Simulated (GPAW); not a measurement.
# ZnS (F-43m) in GPAW: settings compared

The runs below take ZnS through single point, relaxation of cell and atoms, with PBE0, PBEsol.

All numbers are computed with GPAW 26.7.0; they aren't measurements. Logs are shortened: lines on timing, memory, paths and dates and some standing lists are left out, and cuts for length are marked. The log counts tension as positive stress, the text compression.

**Measured values to compare with.**

“Electronic, vibrational, and thermodynamic properties of ZnS (zincblende and rocksalt structure)”, 2009, arxiv:0911.5022 quotes, for a bulk crystal of ZnS at 19 K: band gap 3.85 eV (direct).

The results are compared with them further down.

## 1. The crystal as given

It takes space group F-43m (No. 216, cubic). Conventional cell: a = 5.404 Å, b = 5.404 Å, c = 5.404 Å, α = 90.00°, β = 90.00°, γ = 90.00°. Zn (site symmetry -43m) has 4 S at 2.34 Å as nearest neighbours. S (site symmetry -43m) has 4 Zn at 2.34 Å as nearest neighbours.

## 2. Single point, PBE0

File run.py:

```python
from ase import Atoms
from ase.dft.bandgap import bandgap
from ase.io import write
from ase.parallel import parprint
from gpaw import GPAW, PW

atoms = Atoms(['Zn', 'S'],
              cell=[[0.0, 2.702, 2.702],
                    [2.702, 0.0, 2.702],
                    [2.702, 2.702, 0.0]],
              scaled_positions=[[0.75, 0.75, 0.75],
                                [0.0, 0.0, 0.0]],
              pbc=True)

calc = GPAW(mode=PW(450),
            xc='PBE0',
            kpts={'size': (6, 6, 6), 'gamma': True},
            occupations={'name': 'fermi-dirac', 'width': 0.05},
            nbands=14,
            convergence={'density': 1e-05, 'energy': 1e-05},
            maxiter=60,
            txt='gpaw.txt')
atoms.calc = calc
energy = atoms.get_potential_energy()
forces = atoms.get_forces()
calc.write('gs.gpw')
write('result.traj', atoms)
parprint(f'Energy: {energy:.6f} eV')
parprint('Forces (eV/A):')
parprint(forces.round(4))
parprint('Fermi level:', round(calc.get_fermi_level(), 4), 'eV')
parprint(f'Gap: {bandgap(calc)[0]:.4f} eV, direct: {bandgap(calc, direct=True)[0]:.4f} eV')
```

Potentials or basis: GPAW PAW data sets (gpaw-data 1.2.1), pw.

Launch:

```bash
$ OMP_NUM_THREADS=1 mpirun -n 8 gpaw python run.py
```

gpaw.txt:

```text
__  _  _
 | _ |_)|_||  |
 |__||  | ||/\| - 26.7.0

Input parameters:
  mode=PW(ecut=450.00000000000006),
  convergence={'density': 1e-05, 'energy': 1e-05},
  kpts=MonkhorstPack(size=(6, 6, 6), gamma=True),
  maxiter=60,
  nbands=14,
  occupations=Occupations(name='fermi-dirac', width=0.05),
  xc=XC(name='PBE0')

Diagonalizing LCAO Hamiltonian
Converting LCAO to pw mode

                    Zn

       S

Atoms  # Å, Bohr magnetons
|   | symbol |        x |        y |        z |    initial magnetic moments |
|---|--------|----------|----------|----------|-----------------------------|
| 0 |     Zn | 4.053000 | 4.053000 | 4.053000 | ( 0.0000,  0.0000,  0.0000) |
| 1 |      S | 0.000000 | 0.000000 | 0.000000 | ( 0.0000,  0.0000,  0.0000) |

Unit cell  # Å
| periodic |        x |        y |        z |  lengths |    angles |
|----------|----------|----------|----------|----------|-----------|
|      yes | 0.000000 | 2.702000 | 2.702000 | 3.821205 | 60.000000 |
|      yes | 2.702000 | 0.000000 | 2.702000 | 3.821205 | 60.000000 |
|      yes | 2.702000 | 2.702000 | 0.000000 | 3.821205 | 60.000000 |

Number of symmetries: 24
Symmetry operations  # r_c * U_cc + t_c -> r_c
|    | kind |            matrix            |
|----|------|------------------------------|
|  0 |  E   |  1, 0, 0,  0, 1, 0,  0, 0, 1 |
|  1 |  σ   |  1, 0, 0,  0, 0, 1,  0, 1, 0 |
|  2 |  σ   |  1, 0,-1,  0, 1,-1,  0, 0,-1 |
|  3 |  C3  |  1, 0,-1,  0, 0,-1,  0, 1,-1 |
|  4 |  C3  |  1,-1, 0,  0,-1, 1,  0,-1, 0 |
|  5 |  σ   |  1,-1, 0,  0,-1, 0,  0,-1, 1 |
|  6 |  σ   |  0, 1, 0,  1, 0, 0,  0, 0, 1 |
|  7 |  C3  |  0, 1, 0,  0, 0, 1,  1, 0, 0 |
|  8 |  C2  |  0, 1,-1,  1, 0,-1,  0, 0,-1 |
|  9 |  S4  |  0, 1,-1,  0, 0,-1,  1, 0,-1 |
| 10 |  C3  |  0, 0, 1,  1, 0, 0,  0, 1, 0 |
| 11 |  σ   |  0, 0, 1,  0, 1, 0,  1, 0, 0 |
| 12 |  S4  |  0, 0,-1,  1, 0,-1,  0, 1,-1 |
| 13 |  C3  |  0, 0,-1,  0, 1,-1,  1, 0,-1 |
| 14 |  S4  |  0,-1, 1,  1,-1, 0,  0,-1, 0 |
| 15 |  C2  |  0,-1, 1,  0,-1, 0,  1,-1, 0 |
| 16 |  C3  |  0,-1, 0,  1,-1, 0,  0,-1, 1 |
| 17 |  S4  |  0,-1, 0,  0,-1, 1,  1,-1, 0 |
| 18 |  S4  | -1, 1, 0, -1, 0, 1, -1, 0, 0 |
| 19 |  C3  | -1, 1, 0, -1, 0, 0, -1, 0, 1 |
| 20 |  C3  | -1, 0, 1, -1, 1, 0, -1, 0, 0 |
| 21 |  S4  | -1, 0, 1, -1, 0, 0, -1, 1, 0 |
| 22 |  σ   | -1, 0, 0, -1, 1, 0, -1, 0, 1 |
| 23 |  C2  | -1, 0, 0, -1, 0, 1, -1, 1, 0 |

BZ-sampling:
  Number of BZ points: 216
  Number of IBZ points: 16

  Monkhorst-Pack size: [6, 6, 6]
  Monkhorst-Pack shift: [0.08333333333333333, 0.08333333333333333, 0.08333333333333333]

K-points  # in reciprocal-cell coordinates
|     |                                coordinates |     weight |
|-----|--------------------------------------------|------------|
|   0 | (  0.00000000,   0.00000000,   0.00000000) | 0.00462963 |
|   1 | (  0.16666667,   0.16666667,   0.00000000) | 0.02777778 |
|   2 | (  0.16666667,   0.16666667,   0.16666667) | 0.03703704 |
|   3 | (  0.33333333,   0.16666667,   0.16666667) | 0.05555556 |
|   4 | (  0.33333333,   0.33333333,  -0.33333333) | 0.05555556 |
|   5 | (  0.33333333,   0.33333333,   0.00000000) | 0.02777778 |
|   6 | (  0.33333333,   0.33333333,   0.16666667) | 0.11111111 |
|   7 | (  0.33333333,   0.33333333,   0.33333333) | 0.03703704 |
|   8 | (  0.50000000,   0.33333333,  -0.33333333) | 0.11111111 |
|   9 | (  0.50000000,   0.33333333,  -0.16666667) | 0.05555556 |
| ... |                                            |            |
|  15 | (  0.50000000,   0.50000000,   0.50000000) | 0.01851852 |

Plane wave coefficients: 869
Cutoff: 450.00000000000006 eV

Spin-components: 1 (collinear spins)
Bands:           14
Projectors:      11
Spin-degeneracy: 2
Datatype:        complex128

Parallelization:
  kpt:    8
  domain: 1
  band:   1

Density:
  Valence electrons: 18.0
  Components: 1
  Grid points: [20 20 20]
  Charge: 0.0  # |e|

Potential:
  Grid points: [20 20 20]

species:
  Zn:
    name:    Zinc
    Z:       30.0
    valence: 12
    core:    18
    charge:  0.0  # [|e|]
    compensation charges:
      type: gauss
      rc: 0.37  # [Å]
      lmax: 2
    cutoffs:
      filter: 2.14  # [Å]
      core: 2.28  # [Å]
    projectors
    | kind |    occ | energy [eV] | rcut [Å] |
    |------|--------|-------------|----------|
    |   4s |  2.000 |      -5.977 |    1.286 |
    |   4p |  0.000 |      -1.117 |    1.270 |
    |   3d | 10.000 |     -10.142 |    1.180 |
    |    s |        |      21.234 |    1.286 |
    |    p |        |      26.095 |    1.270 |
    |    d |        |      17.070 |    1.180 |

    Using partial waves for Zn as LCAO basis

  S:
    name:    Sulfur
    Z:       16.0
    valence: 6
    core:    10
    charge:  0.0  # [|e|]
    compensation charges:
      type: gauss
      rc: 0.24  # [Å]
      lmax: 2
    cutoffs:
      filter: 1.77  # [Å]
      core: 1.66  # [Å]
    projectors
    | kind |    occ | energy [eV] | rcut [Å] |
    |------|--------|-------------|----------|
    |   3s |  2.000 |     -17.254 |    0.974 |
    |   3p |  4.000 |      -7.008 |    0.979 |
    |    s |        |       9.957 |    0.974 |
    |    p |        |      20.203 |    0.979 |
    |    d |        |       0.000 |    0.900 |

    Using partial waves for S as LCAO basis

Reference energy: -59718.946550  # eV

eigensolver:
  PPCG
  Converge bands: occupied
  niter=2

density mixing:
  MSR1-Mixer
  Pratt-step length: 0.05
  Maximum mixing coefficient: 0.75
  Old densities: 10
  SVD Regularization: 0.005
  Good broyden scale: 1.0
  Trust region scale: 1.0
  Backstep threshold: 4.0
  History deletion threshold: 6.0
  Fourier metric: weight=20.0, sigma=0.015

occupation numbers:
  Fermi-Dirac:
    width: 0.0500  # eV

poisson solver:
  ecut: 3600.0000000000005  # eV

xc functional:
  name: HYB_GGA_XC_PBEH with 2 nearest neighbor stencil

convergence criteria:
- Maximum integral of absolute [dens]ity change: 1e-05 electrons / valence electron
- Maximum [total energy] change in last 3 cyles: 1e-05 eV / valence electron
- Maximum integral of absolute [eigenst]ate change: 4e-08 eV^2 / valence electron
maximum number of iterations: 60

IBZ(<points: 16, symmetries: 24>)
Occupied bands: 9
SCF iterations
|iter     | |      energy | eigst |  dens |
|---------|-|-------------|-------|-------|
|iter:   1| | -660.327149 | +0.23 |       |
|iter:   2| |   -7.714587 | -0.14 | -0.85 |
|iter:   3| |   -7.985100 | -1.18 | -1.12 |
|iter:   4| |   -7.840008 | -1.85 | -1.25 |
|iter:   5| |   -7.819320 | -1.84 | -1.42 |
|iter:   6| |   -7.817524 | -3.18 | -1.64 |
|iter:   7| |   -7.815291 | -2.65 | -1.91 |
|iter:   8| |   -7.814616 | -4.04 | -2.59 |
|iter:   9| |   -7.813942 | -3.71 | -2.70 |
|iter:  10| |   -7.813761 | -4.81 | -2.63 |
|iter:  11| |   -7.813636 | -5.55 | -2.79 |
|iter:  12| |   -7.813308 | -4.07 | -2.96 |
|iter:  13| |   -7.813346 | -5.29 | -3.61 |
|iter:  14| |   -7.813343c| -6.72 | -3.75 |
|iter:  15| |   -7.813343c| -7.46c| -4.33 |
|iter:  16| |   -7.813343c| -8.44c| -4.88 |
|iter:  17| |   -7.813343c| -9.62c| -5.83c|

Converged in 17 steps
Energy contributions relative to reference atoms: (reference = -59718.946550)

Energy contributions:
  Kinetic:          23.668610
  Coulomb:         -20.210806
  Zero:             -0.074312
  External:          0.000000
  Xc:              637.875083
  Entropy:          -0.000000
  Spinorbit:         0.000000
  Hybrid_Xc_Cc:      -542.002377
  Hybrid_Xc_Vc:       -46.421143
  Hybrid_Xc_Vv:       -60.648398
  ----------------------------
  Free energy:      -7.813343
  Extrapolated:     -7.813343

dipole moment: (-14.573639, -14.573639, -14.573639)  # |e|*Ang

Fermi level: 3.667
Eigenvalues  # (at kpt = [0.000, 0.000, 0.000])
| band index |      eig [eV] | occ [0-2] |
|------------|---------------|-----------|
|          0 |       -11.724 |     2.000 |
|          1 |        -5.240 |     2.000 |
|          2 |        -5.240 |     2.000 |
|          3 |        -5.240 |     2.000 |
|          4 |        -4.801 |     2.000 |
|          5 |        -4.801 |     2.000 |
|          6 |         2.657 |     2.000 |
|          7 |         2.657 |     2.000 |
|          8 |         2.657 |     2.000 |
|          9 |         6.643 |     0.000 |
|         10 |        11.060 |     0.000 |
|         11 |        11.060 |     0.000 |
|         12 |        11.060 |     0.000 |
|         13 |        16.767 |     0.000 |

Gap: 3.986 eV
Transition (v -> c):
  (s=0, k=0, n=8, [0.00, 0.00, 0.00]) -> (s=0, k=0, n=9, [0.00, 0.00, 0.00])
No difference between direct/indirect transitions

Forces  # eV/Ang
|       x |       y |        z |
|---------|---------|----------|
| 0.00000 | 0.00000 | -0.00000 |  # Zn   0
| 0.00000 | 0.00000 | -0.00000 |  # S    1

# Writing to gs.gpw (mode='')
```

Wall time 8.6 min (8 MPI ranks of AMD EPYC 9R45 (Zen 5), shared host); peak memory 0.23 GiB.

What came out:

```yaml
Free_energy: -7.8133 eV
Band_gap_on_the_k_mesh: 3.99 eV, direct
```

Levels at points of the mesh, in eV from the valence-band top:
| k point | band 5 | band 6 | band 7 | band 8 | band 9 | band 10 |
| --- | --- | --- | --- | --- | --- | --- |
| (0.00, 0.00, 0.00) | -7.46 | -7.46 | 0.00 | 0.00 | 0.00 | 3.99 |
| (0.50, 0.50, 0.00) | -7.39 | -7.18 | -5.04 | -2.38 | -2.38 | 5.07 |
| (0.50, 0.50, 0.50) | -7.43 | -7.22 | -5.66 | -0.93 | -0.93 | 5.25 |

Caveat: the PAW data sets were made with another functional, which shifts forces and pressure a little.

## 3. Relaxation of cell and atoms, PBEsol

File run.py:

```python
from ase import Atoms
from ase.filters import FrechetCellFilter
from ase.io import write
from ase.optimize import BFGS
from gpaw import GPAW, PW, setup_paths

setup_paths.insert(0, '.')

atoms = Atoms(['Zn', 'S'],
              cell=[[0.0, 2.702, 2.702],
                    [2.702, 0.0, 2.702],
                    [2.702, 2.702, 0.0]],
              scaled_positions=[[0.75, 0.75, 0.75],
                                [0.0, 0.0, 0.0]],
              pbc=True)

calc = GPAW(mode=PW(600),
            xc='PBEsol',
            kpts={'size': (9, 9, 9), 'gamma': True},
            occupations={'name': 'fermi-dirac', 'width': 0.05},
            nbands=18,
            convergence={'density': 1e-05, 'forces': 0.0001},
            maxiter=150,
            txt='gpaw.txt')
atoms.calc = calc
opt = BFGS(FrechetCellFilter(atoms), trajectory='relax.traj', logfile='-')
done = opt.run(fmax=0.02, steps=60)
calc.write('gs.gpw')
write('result.traj', atoms)
print('Converged:', done)
print('Cell:', atoms.cell.cellpar().round(4))
print('Volume:', round(atoms.get_volume(), 4))
print(atoms.get_scaled_positions().round(5))
```

Potentials or basis: PAW data sets generated in the run's folder for this functional, pw.

Launch:

```bash
$ gpaw-setup -f PBEsol S Zn
$ OMP_NUM_THREADS=1 python run.py
```

Wall time 48 s (1 thread of Arm Neoverse V2, shared host); peak memory 0.19 GiB.

It converged, with:

* Free energy: -7.6616 eV
* Relaxed volume: 19.19 Å³/atom
* Relaxed cell: a = 3.787 Å, b = 3.787 Å, c = 3.787 Å, α = 60.00°, β = 60.00°, γ = 60.00°
* Space group after relaxing (to 0.05 Å): F-43m (No. 216)
* Energy gained by relaxing: 3.1 meV/atom
* Ionic steps: 3
* Pressure after relaxing: 0.1 GPa
* Band gap on the k mesh: 2.09 eV, direct

The path:
```tsv
step	energy change (eV)	largest force (eV/Å)	pressure (GPa)	volume (Å³)
1	0.0000	0.0000	-1.99	39.45
2	-0.0022	0.0000	-1.62	39.25
3	-0.0062	0.0000	0.06	38.39
```

Final structure:
```
Zn S
1.0
     0.00000    2.67748    2.67748
     2.67748    0.00000    2.67748
     2.67748    2.67748    0.00000
Zn S
1 1
Cartesian
  4.0162 4.0162 4.0162
  0.0000 0.0000 0.0000
```

Levels at points of the mesh, in eV from the valence-band top:
```tsv
k point	band 6	band 7	band 8	band 9	band 10	band 11	band 12	band 13
(0.00, 0.00, 0.00)	-5.94	0.00	0.00	0.00	2.09	6.25	6.25	6.25
```

Caveat: later steps reuse the first step's grids.

## 4. Relaxation of cell and atoms, PBEsol, target pressure 2 GPa, at which the enthalpy is minimised

run.py, as its differences from that of step 3:

```diff
@@ -4,2 +4,3 @@
 from ase.optimize import BFGS
+from ase.units import GPa
 from gpaw import GPAW, PW, setup_paths
@@ -25,3 +26,3 @@
 atoms.calc = calc
-opt = BFGS(FrechetCellFilter(atoms), trajectory='relax.traj', logfile='-')
+opt = BFGS(FrechetCellFilter(atoms, scalar_pressure=2 * GPa), trajectory='relax.traj', logfile='-')
 done = opt.run(fmax=0.02, steps=60)
```

Potentials or basis: PAW data sets generated in the run's folder for this functional, pw.

Launch:

```bash
$ gpaw-setup -f PBEsol S Zn
$ OMP_NUM_THREADS=1 python run.py
```

gpaw.txt:

```text
__  _  _
 | _ |_)|_||  |
 |__||  | ||/\| - 26.7.0

Input parameters:
  mode=PW(ecut=600.0),
  convergence={'density': 1e-05, 'forces': 0.0001},
  kpts=MonkhorstPack(size=(9, 9, 9), gamma=True),
  maxiter=150,
  nbands=18,
  occupations=Occupations(name='fermi-dirac', width=0.05),
  xc=XC(name='PBEsol')

Diagonalizing LCAO Hamiltonian
Converting LCAO to pw mode

                    Zn

       S

Atoms  # Å, Bohr magnetons
|   | symbol |        x |        y |        z |    initial magnetic moments |
|---|--------|----------|----------|----------|-----------------------------|
| 0 |     Zn | 4.053000 | 4.053000 | 4.053000 | ( 0.0000,  0.0000,  0.0000) |
| 1 |      S | 0.000000 | 0.000000 | 0.000000 | ( 0.0000,  0.0000,  0.0000) |

[... 755 lines left out ...]
| 0 |     Zn | 3.985397 |  3.985397 | 3.985397 | ( 0.0000,  0.0000,  0.0000) |
| 1 |      S | 0.000000 | -0.000000 | 0.000000 | ( 0.0000,  0.0000,  0.0000) |

Unit cell  # Å
| periodic |        x |        y |        z |  lengths |    angles |
|----------|----------|----------|----------|----------|-----------|
|      yes | 0.000000 | 2.656931 | 2.656931 | 3.757469 | 60.000000 |
|      yes | 2.656931 | 0.000000 | 2.656931 | 3.757469 | 60.000000 |
|      yes | 2.656931 | 2.656931 | 0.000000 | 3.757469 | 60.000000 |

Number of symmetries: 24
Symmetry operations  # r_c * U_cc + t_c -> r_c
|    | kind |            matrix            |
|----|------|------------------------------|
|  0 |  E   |  1, 0, 0,  0, 1, 0,  0, 0, 1 |
|  1 |  σ   |  1, 0, 0,  0, 0, 1,  0, 1, 0 |
|  2 |  σ   |  1, 0,-1,  0, 1,-1,  0, 0,-1 |
|  3 |  C3  |  1, 0,-1,  0, 0,-1,  0, 1,-1 |
|  4 |  C3  |  1,-1, 0,  0,-1, 1,  0,-1, 0 |
|  5 |  σ   |  1,-1, 0,  0,-1, 0,  0,-1, 1 |
|  6 |  σ   |  0, 1, 0,  1, 0, 0,  0, 0, 1 |
|  7 |  C3  |  0, 1, 0,  0, 0, 1,  1, 0, 0 |
|  8 |  C2  |  0, 1,-1,  1, 0,-1,  0, 0,-1 |
[... 201 lines left out ...]
Gap: 2.186 eV
Transition (v -> c):
  (s=0, k=0, n=8, [0.00, 0.00, 0.00]) -> (s=0, k=0, n=9, [0.00, 0.00, 0.00])
No difference between direct/indirect transitions

Stress tensor  # eV/Ang^3
|         x |         y |         z |
|-----------|-----------|-----------|
| -0.012419 |  0.000000 | -0.000000 |
|  0.000000 | -0.012419 | -0.000000 |
| -0.000000 | -0.000000 | -0.012419 |

Forces  # eV/Ang
|        x |        y |       z |
|----------|----------|---------|
| -0.00000 |  0.00000 | 0.00000 |  # Zn   0
| -0.00000 | -0.00000 | 0.00000 |  # S    1

# Writing to gs.gpw (mode='')
```

stdout:

```text
Step          Energy          fmax
BFGS:    0       -7.162877        0.491214
BFGS:    1       -7.172035        0.393745
BFGS:    2       -7.187391        0.025505
BFGS:    3       -7.187474        0.001207
Converged: True
Cell: [ 3.7575  3.7575  3.7575 60.     60.     60.    ]
Volume: 37.5121
[[0.75 0.75 0.75]
 [0.   0.   0.  ]]
```

Wall time 63 s (1 thread of Arm Neoverse V2, shared host); peak memory 0.21 GiB.

Results:

```
Free energy                                            : -7.6557 eV
Relaxed volume                                         : 18.76 Å³/atom
Relaxed cell                                           : a = 3.757 Å, b = 3.757 Å, c = 3.757 Å, α = 60.00°, β = 60.00°, γ = 60.00°
Space group after relaxing (to 0.05 Å)                 : F-43m (No. 216)
Energy change on relaxing (the enthalpy is what falls) : -0.2 meV/atom
Ionic steps                                            : 4
Pressure after relaxing                                : 2.0 GPa
Band gap on the k mesh                                 : 2.19 eV, direct
```

Step by step:
```
step  energy change (eV)  largest force (eV/Å)  pressure (GPa)  volume (Å³)
   1              0.0000                0.0000           -1.99        39.45
   2             -0.0040                0.0000           -1.23        39.04
   3              0.0009                0.0000            2.22        37.42
   4             -0.0004                0.0000            1.99        37.51
```

Final structure:
```yaml
crystal:
  lattice:
    - [0.00000, 2.65693, 2.65693]
    - [2.65693, 0.00000, 2.65693]
    - [2.65693, 2.65693, 0.00000]
  atoms:
    - { symbol: Zn, position: [0.75000, 0.75000, 0.75000] }
    - { symbol: S, position: [0.00000, 0.00000, 0.00000] }
```

Levels at points of the mesh, in eV from the valence-band top:
| k point | band 7 | band 8 | band 9 | band 10 | band 11 | band 12 |
| --- | --- | --- | --- | --- | --- | --- |
| (0.00, 0.00, 0.00) | 0.00 | 0.00 | 0.00 | 2.19 | 6.23 | 6.23 |

Caveat: later steps reuse the first step's grids.

## 5. Relaxation of cell and atoms, PBEsol, target pressure 5 GPa, at which the enthalpy is minimised

run.py, as its differences from that of step 4:

```diff
@@ -26,3 +26,3 @@
 atoms.calc = calc
-opt = BFGS(FrechetCellFilter(atoms, scalar_pressure=2 * GPa), trajectory='relax.traj', logfile='-')
+opt = BFGS(FrechetCellFilter(atoms, scalar_pressure=5 * GPa), trajectory='relax.traj', logfile='-')
 done = opt.run(fmax=0.02, steps=60)
```

Launch:

```bash
$ gpaw-setup -f PBEsol S Zn
$ OMP_NUM_THREADS=1 python run.py
```

Wall time 68 s (1 thread of Arm Neoverse V2, shared host); peak memory 0.2 GiB.

It converged, with:

```
Free energy                                            : -7.6304 eV
Relaxed volume                                         : 18.17 Å³/atom
Relaxed cell                                           : a = 3.718 Å, b = 3.718 Å, c = 3.718 Å, α = 60.00°, β = 60.00°, γ = 60.00°
Space group after relaxing (to 0.05 Å)                 : F-43m (No. 216)
Energy change on relaxing (the enthalpy is what falls) : +12.5 meV/atom
Ionic steps                                            : 4
Pressure after relaxing                                : 5.0 GPa
Band gap on the k mesh                                 : 2.32 eV, direct
```

Step by step:
| step | energy change (eV) | largest force (eV/Å) | pressure (GPa) | volume (Å³) |
| --- | --- | --- | --- | --- |
| 1 | 0.0000 | 0.0000 | -1.99 | 39.45 |
| 2 | -0.0057 | 0.0000 | -0.64 | 38.73 |
| 3 | 0.0330 | 0.0000 | 5.63 | 36.11 |
| 4 | 0.0250 | 0.0000 | 4.96 | 36.35 |

Final structure:
```xyz
2
Lattice="0.0000 2.6292 2.6292 2.6292 0.0000 2.6292 2.6292 2.6292 0.0000" Properties=species:S:1:pos:R:3 pbc="T T T"
Zn    3.9438    3.9438    3.9438
S     0.0000    0.0000    0.0000
```

Levels at points of the mesh, in eV from the valence-band top:
| k point | band 7 | band 8 | band 9 | band 10 | band 11 | band 12 |
| --- | --- | --- | --- | --- | --- | --- |
| (0.00, 0.00, 0.00) | 0.00 | 0.00 | 0.00 | 2.32 | 6.20 | 6.20 |

Caveat: later steps reuse the first step's grids. PBEsol gaps usually lie below the measured ones, often by a third to a half.

[end of part 1 of 2]
